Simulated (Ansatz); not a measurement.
A plane-wave DFT run in Ansatz 0.2.0 (scalar-relativistic PAW potentials unless the input names others): input and command.

```yaml
crystal:
  lattice:
    - [0.0, 2.4588631543, 0.0]
    - [-2.1294220588, 1.2294315772, 0.0088643343]
    - [-0.9909511319, 0.6147157886, 10.8839107624]
  atoms:
    - { symbol: Cx, position: [0.5000004975, 0.916650595, 0.1666968199] }
    - { symbol: C, position: [0.8333338309, -0.083349405, 0.8333634866] }
    - { symbol: C, position: [0.1666671642, 0.416650595, 0.5000301532] }
    - { symbol: C, position: [0.4999995025, -0.250000595, 0.5000031801] }
    - { symbol: C, position: [0.8333328358, 0.249999405, 0.1666698468] }
    - { symbol: C, position: [0.1666661691, 0.249999405, 0.8333365134] }
basis:
  ecutwfc: 420
kpoints:
  mp_grid: { grid: [12, 12, 3] }
hamiltonian:
  xc: pbesol
scf:
  occupations: { method: gaussian, width: 0.05 }
  max_iter: 60
output:
  forces: true
  eigenvalues: true
  stress: true
```

```bash
ansatz run input.yaml --threads 2 --pin off --max-ram 5120MiB --backend cpu --events-out ev --progress --plain --runs-dir out
```

Problem. What will the program do with this input?

Solution. The program refuses it, because of an unknown element (crystal.atoms[0].symbol: "C" → "Cx"). With the sound run's settings it is accepted.

Abridged log:
```
Error: YAML parse error: error: line 7 column 17: `Cx` is not an element symbol (H … Og, case-exact)
 --> <input>:7:17
  |
5 |     - [-0.9909511319, 0.6147157886, 10.8839107624]
6 |   atoms:
7 |     - { symbol: Cx, position: [0.5000004975, 0.916650595, 0.1666968199] }
  |                 ^ `Cx` is not an element symbol (H … Og, case-exact)
8 |     - { symbol: C, position: [0.8333338309, -0.083349405, 0.8333634866] }
9 |     - { symbol: C, position: [0.1666671642, 0.416650595, 0.5000301532] }
  |
```